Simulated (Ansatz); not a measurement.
# Molybdenum, fcc under BLYP: from relaxation to bulk modulus, part 1 of 2

What does BLYP give for molybdenum in the fcc structure? We relax it, solve it on a dense k-mesh, then scale the cell to 7 volumes from 88 to 112 % of the relaxed one and try a fit of the equation of state. Spin polarisation is left out. The k-meshes are 14×14×14 for the relaxation; 22×22×22 for the dense run; 15×15×15 for the volumes.

This is Mo in the fcc structure; at room conditions it is bcc.

Computed with Ansatz 0.2.0 (DFT BLYP, plane waves (420 eV) with PAW, scalar-relativistic; PBE-made PAW files, unless a step says otherwise).

## (1) The system as given

It takes space group Fm-3m (No. 225, cubic). Conventional cell: a = 3.965 Å, b = 3.965 Å, c = 3.965 Å, α = 90.00°, β = 90.00°, γ = 90.00°. Around Mo (site symmetry m-3m) lie 12 Mo at 2.80 Å.

Coordinates:

```
Mo
1.0
     0.00000    1.98267    1.98267
     1.98267    0.00000    1.98267
     1.98267    1.98267    0.00000
Mo
1
Cartesian
  0.0000 0.0000 0.0000
```

## (2) Relaxing cell and atoms

input.yaml

```yaml
crystal:
  lattice:
    - [0.0, 1.9826747602, 1.9826747602]
    - [1.9826747602, 0.0, 1.9826747602]
    - [1.9826747602, 1.9826747602, 0.0]
  atoms:
    - { symbol: Mo, position: [0.0, 0.0, 0.0] }
hamiltonian:
  xc: blyp
  pseudopotentials:
    kind: paw
    azcp:
      Mo: "pseudopotentials/Mo.paw.azcp"
basis:
  ecutwfc: 420
  fft_grid_basis: typed
kpoints:
  mp_grid: { grid: [14, 14, 14], shift: [0, 0, 0] }
magnetization:
  spin_polarized: false
scf:
  occupations: { method: fermi_dirac, width: 0.1 }
relax:
  max_steps: 60
  f_tol: 0.01
  cell: {}
```

The program printed:

```text
Warning: RAYON_NUM_THREADS=2 ignored (pool sized by the plan → 2); use --threads N
Engine: ansatz 0.2.0, aarch64-unknown-linux-gnu
Pseudopotentials: kind: paw
Pseudopotential: Mo, paw, valence charge 14, recommended cutoff 420 eV (normal), <dir>
Functional definition: BLYP
  parameter beta = 0.0042
  parameter a = 0.04918
  parameter b = 0.132
  parameter c = 0.2533
  parameter d = 0.349
  exchange = b88_x(beta = beta)
  correlation = lyp_c(a = a, b = b, c = c, d = d)
Crystal: 1 atoms, lattice volume = 15.588 Å³
Basis set: ecut = 420 eV, 307 PW (Γ), exchange–correlation on 40×40×40 points (8 copies of the dense FFT grid, shifted against one another)
Bands: 11, of which v1, the nominal top of the filled ones, is band 7 counted from 1 (6 counted from 0)
Symmetry: 48 space group operations
Space group: Fm-3m (ITA 225), of the structure as read, at distance tolerance 2.5e-5 Å
k-points: 104 of 2744
Non-local potential: Mo, projectors of the file, l = 0: 3, l = 1: 2, l = 2: 2, l = 3: 1
PAW form: soft (Blöchl's): semilocal exchange-correlation on the pseudo side does not see the compensation charge
PAW frozen core: Mo, regenerated for the run's functional, and the local potential with it (the file was generated under x = pbe(κ = 0.804, μ = 0.2195149727645171), c = pbe(β = 0.06672455060314922))
PAW one-centre angular grid: Mo, 590 points (default); XC on 64 Gauss nodes
Initial density: superposition of atomic densities (neutral atoms: chi_scale 0, normalization atom), corrected by the library's trained network
Initial wavefunctions: pseudopotential atomic-orbital guess
Functional: x = b88, c = lyp
SCF iter   1: F=—  HF=-4968.668137 eV  |F-HF|=—  |Δ(HF+E_count)|=         —  Δρ=1.64e-2  dr2=4.69e-2  ethr=1.77e-3  ⟨swp⟩=5.0  Hψ=6749  notcnv=0
preconditioner: auto → none  [metal: Δε(μ)=0.052 eV  Ē_g=8.065 eV  σ=0.100 eV  W_gap=0.13  n_scr=0 (ndim 8)  ℏωp=23.0 eV  f_vac=0.000  D(μ)=1.11/eV (n_scr^D=14)]
SCF iter   2: F=—  HF=-4968.652986 eV  |F-HF|=—  |Δ(HF+E_count)|=   1.52e-2  Δρ=3.93e-3  dr2=1.01e-3  ethr=3.35e-4  ⟨swp⟩=3.0  Hψ=2807  notcnv=0  defer=3
SCF iter   3: F=—  HF=-4968.653211 eV  |F-HF|=—  |Δ(HF+E_count)|=   2.26e-4  Δρ=1.78e-3  dr2=2.14e-4  ethr=7.19e-6  ⟨swp⟩=1.0  Hψ=1141  notcnv=0  defer=3
SCF iter   4: F=—  HF=-4968.653304 eV  |F-HF|=—  |Δ(HF+E_count)|=   9.29e-5  Δρ=1.16e-4  dr2=4.96e-7  ethr=1.53e-6  ⟨swp⟩=2.7  Hψ=1635  notcnv=0  defer=3
SCF iter   5: F=—  HF=-4968.653304 eV  |F-HF|=—  |Δ(HF+E_count)|=   1.03e-7  Δρ=1.29e-5  dr2=1.07e-8  ethr=3.54e-9  ⟨swp⟩=2.1  Hψ=1801  notcnv=0  defer=3
SCF iter   6: F=-4968.653304 eV  HF=-4968.653304 eV  |F-HF|=1.58e-10  |Δ(HF+E_count)|=   3.71e-9  Δρ=1.32e-6  dr2=6.43e-11  ethr=7.67e-11  ⟨swp⟩=1.8  Hψ=3495  notcnv=0
SCF 1 converged in 6 iterations: F = -4968.653304 eV  dr2 = 6.43e-11
relax step   1: F+E_penalty+E_count = -4968.65330429 eV  Δ(F+E_penalty+E_count) = +0.000e0 eV  max|allowed force component| = 0.000e0 eV/Å  Δτ_max = 0.0000 Å  P = +16.512 GPa  Ω = 15.588 Å³  (6 SCF iters, dr2 threshold 1.00e-7 eV, accepted)
Crystal: 1 atoms, lattice volume = 17.980 Å³
Basis set: ecut = 420 eV, 339 PW (Γ), exchange–correlation on 40×40×40 points (8 copies of the dense FFT grid, shifted against one another)
Initial density: handed on by an earlier stage of this run
Initial wavefunctions: those handed on with the density
iter 1 solved again at ethr=2.07e-5 eV; its pass at ethr=3.10e-3 eV (dr2=2.89e-3 eV) is discarded
SCF iter   1: F=—  HF=-4968.643554 eV  |F-HF|=—  |Δ(HF+E_count)|=         —  Δρ=6.53e-3  dr2=2.72e-3  ethr=2.07e-5  ⟨swp⟩=1.6  Hψ=8992  notcnv=0
preconditioner: auto → none  [metal: Δε(μ)=0.010 eV  Ē_g=6.986 eV  σ=0.100 eV  W_gap=0.02  n_scr=0 (ndim 8)  ℏωp=21.5 eV  f_vac=0.000  D(μ)=1.49/eV (n_scr^D=14)]
SCF iter   2: F=—  HF=-4968.644810 eV  |F-HF|=—  |Δ(HF+E_count)|=   1.26e-3  Δρ=3.25e-3  dr2=7.18e-4  ethr=1.94e-5  ⟨swp⟩=1.0  Hψ=1144  notcnv=0
SCF iter   3: F=—  HF=-4968.645345 eV  |F-HF|=—  |Δ(HF+E_count)|=   5.35e-4  Δρ=6.22e-4  dr2=6.61e-5  ethr=5.13e-6  ⟨swp⟩=2.7  Hψ=1702  notcnv=0
SCF iter   4: F=—  HF=-4968.645321 eV  |F-HF|=—  |Δ(HF+E_count)|=   2.31e-5  Δρ=7.17e-5  dr2=2.40e-7  ethr=4.72e-7  ⟨swp⟩=2.2  Hψ=1744  notcnv=0
SCF iter   5: F=-4968.645322 eV  HF=-4968.645322 eV  |F-HF|=6.95e-9  |Δ(HF+E_count)|=   2.72e-7  Δρ=7.74e-6  dr2=6.45e-9  ethr=7.14e-10  ⟨swp⟩=4.0  Hψ=3664  notcnv=0
SCF 2 converged in 5 iterations: F = -4968.645322 eV  dr2 = 6.45e-9
relax step   2: F+E_penalty+E_count = -4968.64532177 eV  Δ(F+E_penalty+E_count) = +7.983e-3 eV  max|allowed force component| = 0.000e0 eV/Å  Δτ_max = 0.0000 Å  P = -13.808 GPa  Ω = 17.980 Å³  energy of the carried Pulay correction = -3.832e-4 eV  (5 SCF iters, dr2 threshold 1.00e-7 eV, rejected (line search))
Crystal: 1 atoms, lattice volume = 16.747 Å³
Basis set: ecut = 420 eV, 331 PW (Γ), exchange–correlation on 40×40×40 points (8 copies of the dense FFT grid, shifted against one another)
iter 1 solved again at ethr=4.86e-6 eV; its pass at ethr=3.10e-3 eV (dr2=6.80e-4 eV) is discarded
SCF iter   1: F=—  HF=-4968.705202 eV  |F-HF|=—  |Δ(HF+E_count)|=         —  Δρ=3.30e-3  dr2=6.82e-4  ethr=4.86e-6  ⟨swp⟩=1.3  Hψ=8946  notcnv=0
preconditioner: auto → none  [metal: Δε(μ)=0.028 eV  Ē_g=7.510 eV  σ=0.100 eV  W_gap=0.07  n_scr=0 (ndim 8)  ℏωp=22.2 eV  f_vac=0.000  D(μ)=1.31/eV (n_scr^D=14)]
SCF iter   2: F=—  HF=-4968.705448 eV  |F-HF|=—  |Δ(HF+E_count)|=   2.46e-4  Δρ=1.70e-3  dr2=1.72e-4  ethr=4.86e-6  ⟨swp⟩=1.0  Hψ=1144  notcnv=0
SCF iter   3: F=—  HF=-4968.705547 eV  |F-HF|=—  |Δ(HF+E_count)|=   9.90e-5  Δρ=1.41e-4  dr2=3.28e-6  ethr=1.23e-6  ⟨swp⟩=2.0  Hψ=1447  notcnv=0
SCF iter   4: F=—  HF=-4968.705545 eV  |F-HF|=—  |Δ(HF+E_count)|=   2.14e-6  Δρ=3.90e-5  dr2=6.29e-8  ethr=2.34e-8  ⟨swp⟩=2.2  Hψ=1730  notcnv=0
SCF iter   5: F=—  HF=-4968.705545 eV  |F-HF|=—  |Δ(HF+E_count)|=   1.61e-7  Δρ=5.13e-6  dr2=2.16e-9  ethr=4.49e-10  ⟨swp⟩=2.0  Hψ=1873  notcnv=0
SCF iter   6: F=—  HF=-4968.705545 eV  |F-HF|=—  |Δ(HF+E_count)|=  4.95e-10  Δρ=6.92e-7  dr2=4.24e-11  ethr=1.54e-11  ⟨swp⟩=2.1  Hψ=1773  notcnv=0
SCF iter   7: F=-4968.705545 eV  HF=-4968.705545 eV  |F-HF|=9.09e-13  |Δ(HF+E_count)|=  8.00e-11  Δρ=6.03e-8  dr2=2.43e-13  ethr=1.00e-12  ⟨swp⟩=5.0  Hψ=4172  notcnv=0
SCF 3 converged in 7 iterations: F = -4968.705545 eV  dr2 = 2.43e-13
relax step   3: F+E_penalty+E_count = -4968.70554480 eV  Δ(F+E_penalty+E_count) = -5.224e-2 eV  max|allowed force component| = 0.000e0 eV/Å  Δτ_max = 0.0000 Å  P = -0.970 GPa  Ω = 16.747 Å³  energy of the carried Pulay correction = -1.927e-4 eV  (7 SCF iters, accepted)
Crystal: 1 atoms, lattice volume = 16.678 Å³
iter 1 solved again at ethr=2.03e-8 eV; its pass at ethr=3.10e-3 eV (dr2=2.84e-6 eV) is discarded
SCF iter   1: F=—  HF=-4968.705785 eV  |F-HF|=—  |Δ(HF+E_count)|=         —  Δρ=1.89e-4  dr2=1.99e-6  ethr=2.03e-8  ⟨swp⟩=3.1  Hψ=8191  notcnv=0
preconditioner: auto → none  [metal: Δε(μ)=0.034 eV  Ē_g=7.542 eV  σ=0.100 eV  W_gap=0.08  n_scr=0 (ndim 8)  ℏωp=22.3 eV  f_vac=0.000  D(μ)=1.30/eV (n_scr^D=14)]
SCF iter   2: F=—  HF=-4968.705786 eV  |F-HF|=—  |Δ(HF+E_count)|=   7.89e-7  Δρ=9.48e-5  dr2=5.27e-7  ethr=1.42e-8  ⟨swp⟩=1.0  Hψ=1144  notcnv=0
SCF iter   3: F=-4968.705786 eV  HF=-4968.705786 eV  |F-HF|=2.38e-8  |Δ(HF+E_count)|=   3.80e-7  Δρ=1.35e-5  dr2=2.88e-8  ethr=7.14e-10  ⟨swp⟩=2.7  Hψ=4121  notcnv=0
SCF 4 converged in 3 iterations: F = -4968.705786 eV  dr2 = 2.88e-8
relax step   4: F+E_penalty+E_count = -4968.70578609 eV  Δ(F+E_penalty+E_count) = -2.413e-4 eV  max|allowed force component| = 0.000e0 eV/Å  Δτ_max = 0.0000 Å  P = -0.100 GPa  Ω = 16.678 Å³  energy of the carried Pulay correction = -1.816e-4 eV  (3 SCF iters, dr2 threshold 1.00e-7 eV, accepted)
Crystal: 1 atoms, lattice volume = 16.670 Å³
iter 1 solved again at ethr=6.50e-10 eV; its pass at ethr=3.10e-3 eV (dr2=9.10e-8 eV) is discarded
SCF iter   1: F=—  HF=-4968.705790 eV  |F-HF|=—  |Δ(HF+E_count)|=         —  Δρ=3.02e-5  dr2=6.80e-8  ethr=6.50e-10  ⟨swp⟩=2.0  Hψ=7811  notcnv=0
preconditioner: auto → none  [metal: Δε(μ)=0.034 eV  Ē_g=7.546 eV  σ=0.100 eV  W_gap=0.09  n_scr=0 (ndim 8)  ℏωp=22.3 eV  f_vac=0.000  D(μ)=1.30/eV (n_scr^D=14)]
SCF iter   2: F=-4968.705790 eV  HF=-4968.705790 eV  |F-HF|=6.77e-9  |Δ(HF+E_count)|=   1.32e-7  Δρ=1.23e-5  dr2=9.03e-9  ethr=1.79e-10  ⟨swp⟩=2.1  Hψ=4091  notcnv=0
SCF 5 converged in 2 iterations: F = -4968.705790 eV  dr2 = 9.03e-9
relax step   5: F+E_penalty+E_count = -4968.70578974 eV  Δ(F+E_penalty+E_count) = -3.654e-6 eV  max|allowed force component| = 0.000e0 eV/Å  Δτ_max = 0.0000 Å  P = +0.003 GPa  Ω = 16.670 Å³  energy of the carried Pulay correction = -1.804e-4 eV  (2 SCF iters, dr2 threshold 2.51e-8 eV, accepted)
Initial wavefunctions: pseudopotential atomic-orbital guess (no wavefunctions were taken with the density)
iter 1 solved again at ethr=3.73e-8 eV; its pass at ethr=3.10e-3 eV (dr2=5.22e-6 eV) is discarded
SCF iter   1: F=—  HF=-4968.705956 eV  |F-HF|=—  |Δ(HF+E_count)|=         —  Δρ=2.00e-4  dr2=3.36e-7  ethr=3.73e-8  ⟨swp⟩=3.2  Hψ=10006  notcnv=0
preconditioner: auto → none  [metal: Δε(μ)=0.034 eV  Ē_g=7.546 eV  σ=0.100 eV  W_gap=0.08  n_scr=0 (ndim 8)  ℏωp=22.3 eV  f_vac=0.000  D(μ)=1.30/eV (n_scr^D=14)]
SCF iter   2: F=—  HF=-4968.705987 eV  |F-HF|=—  |Δ(HF+E_count)|=   3.08e-5  Δρ=1.00e-4  dr2=8.41e-8  ethr=2.40e-9  ⟨swp⟩=1.0  Hψ=1144  notcnv=0
SCF iter   3: F=—  HF=-4968.705998 eV  |F-HF|=—  |Δ(HF+E_count)|=   1.04e-5  Δρ=1.09e-6  dr2=1.09e-10  ethr=6.01e-10  ⟨swp⟩=2.1  Hψ=1342  notcnv=0
SCF iter   4: F=—  HF=-4968.705998 eV  |F-HF|=—  |Δ(HF+E_count)|=  1.80e-10  Δρ=4.77e-7  dr2=2.69e-11  ethr=1.00e-12  ⟨swp⟩=5.7  Hψ=4647  notcnv=0
SCF iter   5: F=-4968.705998 eV  HF=-4968.705998 eV  |F-HF|=4.55e-12  |Δ(HF+E_count)|=  4.55e-12  Δρ=9.70e-8  dr2=3.26e-13  ethr=1.00e-12  ⟨swp⟩=5.0  Hψ=4150  notcnv=0
SCF 6 converged in 5 iterations: F = -4968.705998 eV  dr2 = 3.26e-13
relax step   6: F+E_penalty+E_count = -4968.70599768 eV  Δ(F+E_penalty+E_count) = -2.079e-4 eV  max|allowed force component| = 0.000e0 eV/Å  Δτ_max = 0.0000 Å  P = +0.014 GPa  Ω = 16.670 Å³  stress off target by 1.39e-2 GPa  SCF on the basis re-selected at this cell (its energy is not comparable with the rows above)  (5 SCF iters)
basis re-selected at this cell: Δ(F+E_penalty+E_count) = -2.079e-4 eV, ΔP = +0.011 GPa vs the last step (what re-selecting the basis moved, of the pressure what is left beyond the Pulay correction that the steps carried, after the strain that the cell walked since its last selection, with what the two solves' SCF thresholds leave and, on support functions, any second-order correction that the steps lacked; it is no measure of the basis error at this ecutwfc). This SCF's stress stands 1.39e-2 GPa from its target on what of the cell is left free (relax.cell.stress_tol is 5.00e-2 GPa) and its largest allowed force component is 0.00e0 eV/Å (relax.f_tol is 1.00e-2 eV/Å): within both
SCF converged after 5 iterations
Free energy (F): -4968.705998 eV
Harris-Foulkes:  -4968.705998 eV  (|F-HF|=4.55e-12)
Internal energy: -4968.662284 eV  (E = F + TS)
E sigma→0 (E₀):  -4968.684141 eV
Entropy (-TS):   -0.043714 eV (-43.714 meV/atom)
Fermi energy:    19.721779 eV
--- Per-component energies (eV) ---
  E_band       = -66.209046
  E_kinetic    = 440.588026
  E_local      = -836.846843  (includes V_loc(G=0)·N_el)
  E_nonlocal   = 143.671383
  E_hartree    = 276.983680
  E_xc         = -179.702225
  E_vxc        = -223.871393  (∫ρ·V_xc dr)
  E_paw        = -3217.924124  (= ΣΔE_a)
  E_vpaw       = -143.717618  (= ΣTr[D̂ρ^β])
  E_aug_tail   = 0.000029  (compensation charges beyond the density's cutoff)
  E_ewald      = -1595.520660
  E_core_change = 0.088450  (= ΣΔE_core)
  E_smearing   = -0.043714  (= −TS)
  E_closure    = 0.000000  (closes the sum)
  Σ components = -4968.705998   (vs F -4968.705998, Δ=0.00e0)
--- Forces (eV/Å), atoms counted from 1 ---
  atom   1  Mo    -0.00000000     0.00000000     0.00000000
  max |Σ_I F_I| component: 5.55e-32 eV/Å
--- Stress (GPa, compression-positive) ---
        0.013943       0.000000      -0.000000
        0.000000       0.013943       0.000000
       -0.000000      -0.000000       0.013943
  P = ⅓ Tr σ = 0.0139 GPa (0.139 kbar)
--- Relaxed structure (5 steps of the walk, 4 accepted, 1 SCFs on fresh bases) ---
  F+E_penalty+E_count = -4968.70599768 eV   max|allowed force component| = 0.000e0 eV/Å   (the final SCF, on the basis selected at the relaxed cell)
  cell:  # Å, volume = 16.6704 Å³
    - [-3.057223219737354e-34, 2.027550701384152, 2.027550701384152]
    - [2.0275507013841514, -9.044285358389672e-34, 2.027550701384152]
    - [2.0275507013841514, 2.027550701384152, -2.1655331139806256e-34]
  atoms:
    - { symbol: Mo, position: [0.0, 0.0, 0.0] }
```

It took 2.9 s on 2 threads of Arm Neoverse V2, shared host; peak memory 0.28 GiB.

Relaxation path:

| step | energy change (meV/atom) | largest force (eV/Å) | pressure (GPa) | volume (Å³/atom) | accepted |
| --- | --- | --- | --- | --- | --- |
| 1 | 0.00 | 0.0000 | 16.51 | 15.588 | yes |
| 2 | 7.98 | 0.0000 | -13.81 | 17.980 | no |
| 3 | -52.24 | 0.0000 | -0.97 | 16.747 | yes |
| 4 | -52.48 | 0.0000 | -0.10 | 16.678 | yes |
| 5 | -52.49 | 0.0000 | 0.00 | 16.670 | yes |
| 6 | -52.69 | 0.0000 | 0.01 | 16.670 | yes |

Steps that repeat a cell are solved on a basis chosen anew, so their changes of energy are no gain of the relaxation.

The cell of the run, before and after:

|  | before | after | change |
| --- | --- | --- | --- |
| a (Å) | 2.804 | 2.867 | +2.3 % |
| b (Å) | 2.804 | 2.867 | +2.3 % |
| c (Å) | 2.804 | 2.867 | +2.3 % |
| volume (Å³/atom) | 15.588 | 16.670 | +6.9 % |
| shortest distance (Å) | 2.804 | 2.867 | +2.3 % |
| space group (spins left aside) | Fm-3m | Fm-3m | same |

## (3) Single point on a dense mesh

input.yaml

```yaml
crystal:
  lattice:
    - [0.0, 2.0275507014, 2.0275507014]
    - [2.0275507014, 0.0, 2.0275507014]
    - [2.0275507014, 2.0275507014, 0.0]
  atoms:
    - { symbol: Mo, position: [0.0, 0.0, 0.0] }
hamiltonian:
  xc: blyp
  pseudopotentials:
    kind: paw
    azcp:
      Mo: "pseudopotentials/Mo.paw.azcp"
basis:
  ecutwfc: 420
  fft_grid_basis: typed
kpoints:
  mp_grid: { grid: [22, 22, 22], shift: [0, 0, 0] }
magnetization:
  spin_polarized: false
scf:
  occupations: { method: fermi_dirac, width: 0.1 }
```

The program printed (excerpt; [...] marks lines left out):

```text
Warning: RAYON_NUM_THREADS=2 ignored (pool sized by the plan → 2); use --threads N
[...]
[... 3 set-up lines as earlier in the session ...]
[...]
Crystal: 1 atoms, lattice volume = 16.670 Å³
Basis set: ecut = 420 eV, 331 PW (Γ), exchange–correlation on 40×40×40 points (8 copies of the dense FFT grid, shifted against one another)
Bands: 11, of which v1, the nominal top of the filled ones, is band 7 counted from 1 (6 counted from 0)
[... 1 set-up line as earlier in the session ...]
Space group: Fm-3m (ITA 225), of the structure as read, at distance tolerance 2.6e-5 Å
k-points: 328 of 10648
[...]
SCF iter   1: F=—  HF=-4968.720628 eV  |F-HF|=—  |Δ(HF+E_count)|=         —  Δρ=1.55e-2  dr2=4.62e-2  ethr=1.77e-3  ⟨swp⟩=5.0  Hψ=21344  notcnv=0
[...]
SCF iter   6: F=-4968.706329 eV  HF=-4968.706329 eV  |F-HF|=2.96e-10  |Δ(HF+E_count)|=   4.09e-9  Δρ=2.19e-6  dr2=1.73e-10  ethr=8.91e-11  ⟨swp⟩=1.0  Hψ=10314  notcnv=0
[...]
SCF converged after 6 iterations
Free energy (F): -4968.706329 eV
[...]
E sigma→0 (E₀):  -4968.684081 eV
Entropy (-TS):   -0.044496 eV (-44.496 meV/atom)
Fermi energy:    19.705287 eV
[...]
```

Wall time 1.2 s (2 threads of Arm Neoverse V2, shared host); peak memory 0.32 GiB.

## (4) Equation of state: 88 %

input.yaml

```yaml
crystal:
  lattice:
    - [0.0, 1.9429693384, 1.9429693384]
    - [1.9429693384, 0.0, 1.9429693384]
    - [1.9429693384, 1.9429693384, 0.0]
  atoms:
    - { symbol: Mo, position: [0.0, 0.0, 0.0] }
hamiltonian:
  xc: blyp
  pseudopotentials:
    kind: paw
    azcp:
      Mo: "pseudopotentials/Mo.paw.azcp"
basis:
  ecutwfc: 420
  fft_grid_basis: typed
kpoints:
  mp_grid: { grid: [15, 15, 15], shift: [0, 0, 0] }
magnetization:
  spin_polarized: false
scf:
  occupations: { method: fermi_dirac, width: 0.1 }
  lower_state_search: "off"
output:
  stress: true
```

The program printed (excerpt; [...] marks lines left out):

```text
Warning: RAYON_NUM_THREADS=2 ignored (pool sized by the plan → 2); use --threads N
[...]
[... 3 set-up lines as earlier in the session ...]
[...]
Crystal: 1 atoms, lattice volume = 14.670 Å³
Basis set: ecut = 420 eV, 283 PW (Γ), exchange–correlation on 40×40×40 points (8 copies of the dense FFT grid, shifted against one another)
Bands: 11, of which v1, the nominal top of the filled ones, is band 7 counted from 1 (6 counted from 0)
[... 1 set-up line as earlier in the session ...]
Space group: Fm-3m (ITA 225), of the structure as read, at distance tolerance 2.4e-5 Å
k-points: 120 of 3375
[...]
SCF iter   1: F=—  HF=-4968.513763 eV  |F-HF|=—  |Δ(HF+E_count)|=         —  Δρ=1.65e-2  dr2=4.32e-2  ethr=1.77e-3  ⟨swp⟩=5.0  Hψ=7785  notcnv=0
[...]
SCF iter   6: F=-4968.499897 eV  HF=-4968.499897 eV  |F-HF|=3.82e-11  |Δ(HF+E_count)|=   4.46e-9  Δρ=1.17e-6  dr2=7.45e-11  ethr=8.37e-11  ⟨swp⟩=2.0  Hψ=4518  notcnv=0
[...]
SCF converged after 6 iterations
Free energy (F): -4968.499897 eV
[...]
E sigma→0 (E₀):  -4968.479534 eV
Entropy (-TS):   -0.040727 eV (-40.727 meV/atom)
Fermi energy:    22.811040 eV
[...]
--- Stress (GPa, compression-positive) ---
       36.120099      -0.000000       0.000000
        0.000000      36.120099      -0.000000
        0.000000       0.000000      36.120099
  P = ⅓ Tr σ = 36.1201 GPa (361.201 kbar)
```

Run time: 0.61 s. Hardware: 2 threads of Arm Neoverse V2, shared host; peak memory 0.27 GiB.

## (5) Equation of state: 92 %

Edit input.yaml of step 4 so:

```diff
@@ -2,5 +2,5 @@
   lattice:
-    - [0.0, 1.9429693384, 1.9429693384]
-    - [1.9429693384, 0.0, 1.9429693384]
-    - [1.9429693384, 1.9429693384, 0.0]
+    - [0.0, 1.9719731568, 1.9719731568]
+    - [1.9719731568, 0.0, 1.9719731568]
+    - [1.9719731568, 1.9719731568, 0.0]
   atoms:
```

The program printed (excerpt; [...] marks lines left out):

```text
Warning: RAYON_NUM_THREADS=2 ignored (pool sized by the plan → 2); use --threads N
[...]
[... 3 set-up lines as earlier in the session ...]
[...]
Crystal: 1 atoms, lattice volume = 15.337 Å³
Basis set: ecut = 420 eV, 307 PW (Γ), exchange–correlation on 40×40×40 points (8 copies of the dense FFT grid, shifted against one another)
Bands: 11, of which v1, the nominal top of the filled ones, is band 7 counted from 1 (6 counted from 0)
[... 2 set-up lines as earlier in the session ...]
k-points: 120 of 3375
[...]
SCF iter   1: F=—  HF=-4968.633166 eV  |F-HF|=—  |Δ(HF+E_count)|=         —  Δρ=1.61e-2  dr2=4.37e-2  ethr=1.77e-3  ⟨swp⟩=5.0  Hψ=7821  notcnv=0
[...]
SCF iter   6: F=-4968.619218 eV  HF=-4968.619218 eV  |F-HF|=1.22e-10  |Δ(HF+E_count)|=   3.28e-9  Δρ=1.15e-6  dr2=4.80e-11  ethr=6.68e-11  ⟨swp⟩=1.8  Hψ=3997  notcnv=0
[...]
SCF converged after 6 iterations
Free energy (F): -4968.619218 eV
[...]
E sigma→0 (E₀):  -4968.597960 eV
Entropy (-TS):   -0.042517 eV (-42.517 meV/atom)
Fermi energy:    21.683622 eV
[...]
--- Stress (GPa, compression-positive) ---
       21.704237      -0.000000      -0.000000
        0.000000      21.704237       0.000000
        0.000000      -0.000000      21.704237
  P = ⅓ Tr σ = 21.7042 GPa (217.042 kbar)
```

It took 0.62 s on 2 threads of Arm Neoverse V2, shared host; peak memory 0.27 GiB.

## (6) Equation of state: 96 %

Edit input.yaml of step 5 so:

```diff
@@ -2,5 +2,5 @@
   lattice:
-    - [0.0, 1.9719731568, 1.9719731568]
-    - [1.9719731568, 0.0, 1.9719731568]
-    - [1.9719731568, 1.9719731568, 0.0]
+    - [0.0, 2.0001480084, 2.0001480084]
+    - [2.0001480084, 0.0, 2.0001480084]
+    - [2.0001480084, 2.0001480084, 0.0]
   atoms:
```

The program printed (excerpt; [...] marks lines left out):

```text
Warning: RAYON_NUM_THREADS=2 ignored (pool sized by the plan → 2); use --threads N
[...]
[... 3 set-up lines as earlier in the session ...]
[...]
Crystal: 1 atoms, lattice volume = 16.004 Å³
Basis set: ecut = 420 eV, 331 PW (Γ), exchange–correlation on 40×40×40 points (8 copies of the dense FFT grid, shifted against one another)
Bands: 11, of which v1, the nominal top of the filled ones, is band 7 counted from 1 (6 counted from 0)
[... 2 set-up lines as earlier in the session ...]
k-points: 120 of 3375
[...]
SCF iter   1: F=—  HF=-4968.698109 eV  |F-HF|=—  |Δ(HF+E_count)|=         —  Δρ=1.56e-2  dr2=4.42e-2  ethr=1.77e-3  ⟨swp⟩=5.0  Hψ=7778  notcnv=0
[...]
SCF iter   6: F=-4968.684217 eV  HF=-4968.684217 eV  |F-HF|=2.48e-10  |Δ(HF+E_count)|=   3.11e-9  Δρ=1.95e-6  dr2=1.30e-10  ethr=7.43e-11  ⟨swp⟩=1.7  Hψ=3993  notcnv=0
[...]
SCF converged after 6 iterations
Free energy (F): -4968.684217 eV
[...]
E sigma→0 (E₀):  -4968.662100 eV
Entropy (-TS):   -0.044233 eV (-44.233 meV/atom)
Fermi energy:    20.648896 eV
[...]
--- Stress (GPa, compression-positive) ---
        9.929059       0.000000       0.000000
        0.000000       9.929059      -0.000000
        0.000000       0.000000       9.929059
  P = ⅓ Tr σ = 9.9291 GPa (99.291 kbar)
```

Run time: 0.67 s. Hardware: 2 threads of Arm Neoverse V2, shared host; peak memory 0.27 GiB.

(Continued in part 2 of 2.)
